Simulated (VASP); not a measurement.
## KF: single point with PBE0

Crystal: KF.

```
CELL_PARAMETERS angstrom
0.00000 2.65441 2.65441
2.65441 0.00000 2.65441
2.65441 2.65441 0.00000
ATOMIC_POSITIONS crystal
K 0.00000 0.00000 0.00000
F 0.50000 0.50000 0.50000
```

The cell is a database's computed one.

| Item | Value |
| --- | --- |
| Program | VASP 6.6.1 |
| Task | single point |
| Functional | PBE0 |
| Potentials or basis | VASP PAW PBE potentials, release 64 (K_sv, F) |
| Cutoff | 520 eV |
| k mesh | 6 × 6 × 6 |
| Occupations | gaussian, width 0.02 eV |
| Spin | no spin polarisation |

| Item | Value |
| --- | --- |
| Pressure | 1.2 GPa |
| Band gap on the k mesh | 9.05 eV, direct |

Levels at points of the mesh, in eV from the valence-band top:
| k point | band 4 | band 5 | band 6 | band 7 | band 8 | band 9 | band 10 | band 11 | band 12 |
| --- | --- | --- | --- | --- | --- | --- | --- | --- | --- |
| (0.00, 0.00, 0.00) | -9.46 | -9.46 | 0.00 | 0.00 | 0.00 | 9.05 | 13.88 | 13.88 | 13.88 |
| (0.50, 0.00, 0.00) | -9.50 | -9.50 | -0.82 | -0.37 | -0.37 | 12.09 | 13.61 | 15.46 | 15.46 |
| (0.50, 0.50, 0.00) | -9.70 | -9.70 | -0.19 | -0.05 | -0.05 | 11.13 | 13.54 | 14.89 | 17.17 |

Wall time 5.2 min on 1 thread of Intel(R) Xeon(R) Platinum 8488C (Sapphire Rapids), on a shared host, peak memory 0.17 GiB.

Caveat: the PAW data sets were made with another functional, which shifts forces and pressure a little.
